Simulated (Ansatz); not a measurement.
Level of theory: DFT PBE, scalar-relativistic, plane waves, PAW (Ansatz).

Structure of GaN:

```yaml
crystal:
  lattice:
    - [3.21843, 0.00000, 0.00000]
    - [-1.60921, 2.78724, 0.00000]
    - [0.00000, 0.00000, 5.24303]
  atoms:
    - { symbol: Ga, position: [0.33333, 0.66667, 0.99913] }
    - { symbol: Ga, position: [0.66667, 0.33333, 0.49913] }
    - { symbol: N, position: [0.33333, 0.66667, 0.37587] }
    - { symbol: N, position: [0.66667, 0.33333, 0.87587] }
```

Settings: cutoff 420 eV, Γ-centred mesh 12×12×6 on the computed 4-atom cell, Gaussian smearing of 0.02 eV; no spin polarisation.

Levels along Γ–M–K–Γ–A–L–H–A | L–M | H–K, in eV from a zero inside the gap, sorted by energy at each point. Points in fractions of the primitive reciprocal vectors: Γ (0.000 0.000 0.000), M (0.500 0.000 0.000), K (0.333 0.333 0.000), A (0.000 0.000 0.500), L (0.500 0.000 0.500), H (0.333 0.333 0.500).
| point | k (1/Å, with 2π) | band 15 | band 16 | band 17 | band 18 | band 19 | band 20 | band 21 |
| --- | --- | --- | --- | --- | --- | --- | --- | --- |
| Γ | 0.000 | -1.85 | -0.89 | -0.85 | -0.85 | 0.85 | 3.21 | 8.17 |
| - | 0.161 | -1.96 | -1.36 | -0.94 | -0.90 | 1.33 | 3.54 | 8.05 |
| - | 0.322 | -2.27 | -2.23 | -1.09 | -1.03 | 2.13 | 4.25 | 7.44 |
| - | 0.483 | -3.23 | -2.58 | -1.35 | -1.23 | 2.91 | 4.82 | 6.70 |
| - | 0.644 | -4.16 | -2.94 | -1.75 | -1.44 | 3.55 | 4.87 | 6.14 |
| - | 0.805 | -4.92 | -3.23 | -2.24 | -1.64 | 3.97 | 4.66 | 5.62 |
| - | 0.966 | -5.07 | -3.42 | -2.73 | -1.77 | 4.12 | 4.54 | 5.25 |
| M | 1.127 | -4.92 | -3.49 | -2.97 | -1.82 | 4.13 | 4.52 | 5.12 |
| - | 1.220 | -4.91 | -3.60 | -2.98 | -1.91 | 4.28 | 4.62 | 5.09 |
| - | 1.313 | -4.88 | -3.86 | -3.01 | -2.16 | 4.71 | 4.87 | 5.03 |
| - | 1.406 | -4.88 | -4.16 | -3.08 | -2.50 | 4.83 | 5.31 | 5.31 |
| - | 1.499 | -5.08 | -4.27 | -3.18 | -2.86 | 4.66 | 5.72 | 5.99 |
| - | 1.592 | -5.42 | -4.17 | -3.33 | -3.17 | 4.50 | 6.12 | 6.58 |
| - | 1.685 | -5.75 | -3.97 | -3.50 | -3.39 | 4.37 | 6.45 | 6.80 |
| K | 1.778 | -5.94 | -3.72 | -3.72 | -3.48 | 4.33 | 6.68 | 6.68 |
| - | 1.964 | -5.33 | -4.32 | -3.25 | -3.15 | 4.52 | 6.15 | 6.87 |
| - | 2.150 | -4.89 | -4.49 | -2.73 | -2.54 | 5.06 | 5.33 | 6.71 |
| - | 2.336 | -4.96 | -3.62 | -2.13 | -1.97 | 4.37 | 5.79 | 6.28 |
| - | 2.522 | -3.94 | -2.81 | -1.58 | -1.49 | 3.38 | 5.45 | 6.75 |
| - | 2.708 | -2.82 | -2.16 | -1.16 | -1.15 | 2.41 | 4.54 | 7.47 |
| - | 2.893 | -2.02 | -1.47 | -0.95 | -0.92 | 1.45 | 3.64 | 8.02 |
| Γ | 3.079 | -1.85 | -0.89 | -0.85 | -0.85 | 0.85 | 3.21 | 8.17 |
| - | 3.165 | -1.84 | -1.09 | -0.87 | -0.87 | 1.03 | 3.22 | 8.13 |
| - | 3.251 | -1.80 | -1.54 | -0.91 | -0.91 | 1.42 | 3.25 | 8.02 |
| - | 3.336 | -1.75 | -1.75 | -0.97 | -0.97 | 1.86 | 3.29 | 7.87 |
| - | 3.422 | -1.67 | -1.67 | -1.05 | -1.05 | 2.29 | 3.34 | 7.69 |
| - | 3.507 | -1.58 | -1.58 | -1.15 | -1.15 | 2.68 | 3.35 | 7.54 |
| - | 3.593 | -1.48 | -1.48 | -1.25 | -1.25 | 2.99 | 3.32 | 7.44 |
| A | 3.679 | -1.37 | -1.37 | -1.37 | -1.37 | 3.20 | 3.20 | 7.46 |
| - | 3.840 | -1.64 | -1.64 | -1.44 | -1.44 | 3.46 | 3.46 | 7.27 |
| - | 4.001 | -2.25 | -2.25 | -1.66 | -1.66 | 3.97 | 3.97 | 6.86 |
| - | 4.162 | -2.74 | -2.74 | -1.94 | -1.94 | 4.27 | 4.27 | 6.60 |
| - | 4.323 | -2.90 | -2.90 | -2.24 | -2.24 | 4.12 | 4.12 | 6.66 |
| - | 4.484 | -2.84 | -2.84 | -2.50 | -2.50 | 3.81 | 3.81 | 6.75 |
| - | 4.645 | -2.73 | -2.73 | -2.67 | -2.67 | 3.55 | 3.55 | 6.75 |
| L | 4.806 | -2.72 | -2.72 | -2.69 | -2.69 | 3.46 | 3.46 | 6.72 |
| - | 4.899 | -2.95 | -2.95 | -2.56 | -2.56 | 3.56 | 3.56 | 6.76 |
| - | 4.992 | -3.30 | -3.30 | -2.47 | -2.47 | 3.82 | 3.82 | 6.87 |
| - | 5.085 | -3.72 | -3.72 | -2.41 | -2.41 | 4.19 | 4.19 | 7.00 |
| - | 5.178 | -4.16 | -4.16 | -2.36 | -2.36 | 4.58 | 4.58 | 7.03 |
| - | 5.271 | -4.54 | -4.54 | -2.32 | -2.32 | 4.95 | 4.95 | 6.81 |
| - | 5.364 | -4.80 | -4.80 | -2.29 | -2.29 | 5.25 | 5.25 | 6.53 |
| H | 5.457 | -4.89 | -4.89 | -2.27 | -2.27 | 5.37 | 5.37 | 6.39 |
| - | 5.642 | -4.59 | -4.59 | -2.33 | -2.33 | 5.09 | 5.09 | 6.73 |
| - | 5.828 | -3.94 | -3.94 | -2.48 | -2.48 | 4.81 | 4.81 | 6.96 |
| - | 6.014 | -3.18 | -3.18 | -2.64 | -2.64 | 4.70 | 4.70 | 6.76 |
| - | 6.200 | -2.77 | -2.77 | -2.35 | -2.35 | 4.58 | 4.58 | 6.54 |
| - | 6.386 | -2.39 | -2.39 | -1.81 | -1.81 | 4.16 | 4.16 | 6.74 |
| - | 6.572 | -1.72 | -1.72 | -1.47 | -1.47 | 3.53 | 3.53 | 7.21 |
| A | 6.758 | -1.37 | -1.37 | -1.37 | -1.37 | 3.20 | 3.20 | 7.46 |
| L | 6.758 | -2.72 | -2.72 | -2.69 | -2.69 | 3.46 | 3.46 | 6.72 |
| - | 6.844 | -3.02 | -2.90 | -2.54 | -2.46 | 3.25 | 3.73 | 6.57 |
| - | 6.929 | -3.42 | -3.07 | -2.36 | -2.35 | 3.17 | 3.98 | 6.53 |
| - | 7.015 | -3.84 | -3.21 | -2.41 | -2.18 | 3.25 | 4.12 | 6.65 |
| - | 7.100 | -4.24 | -3.33 | -2.56 | -2.03 | 3.49 | 4.17 | 6.32 |
| - | 7.186 | -4.59 | -3.42 | -2.75 | -1.92 | 3.84 | 4.16 | 5.88 |
| - | 7.272 | -4.83 | -3.48 | -2.91 | -1.84 | 4.14 | 4.25 | 5.42 |
| M | 7.357 | -4.92 | -3.49 | -2.97 | -1.82 | 4.13 | 4.52 | 5.12 |
| H | 7.357 | -4.89 | -4.89 | -2.27 | -2.27 | 5.37 | 5.37 | 6.39 |
| - | 7.443 | -5.15 | -4.62 | -2.34 | -2.34 | 5.45 | 5.45 | 6.02 |
| - | 7.528 | -5.37 | -4.35 | -2.53 | -2.53 | 5.62 | 5.66 | 5.66 |
| - | 7.614 | -5.57 | -4.08 | -2.81 | -2.81 | 5.23 | 5.95 | 5.95 |
| - | 7.700 | -5.73 | -3.84 | -3.12 | -3.12 | 4.87 | 6.25 | 6.25 |
| - | 7.785 | -5.84 | -3.65 | -3.42 | -3.42 | 4.58 | 6.49 | 6.49 |
| - | 7.871 | -5.92 | -3.64 | -3.64 | -3.52 | 4.39 | 6.63 | 6.63 |
| K | 7.956 | -5.94 | -3.72 | -3.72 | -3.48 | 4.33 | 6.68 | 6.68 |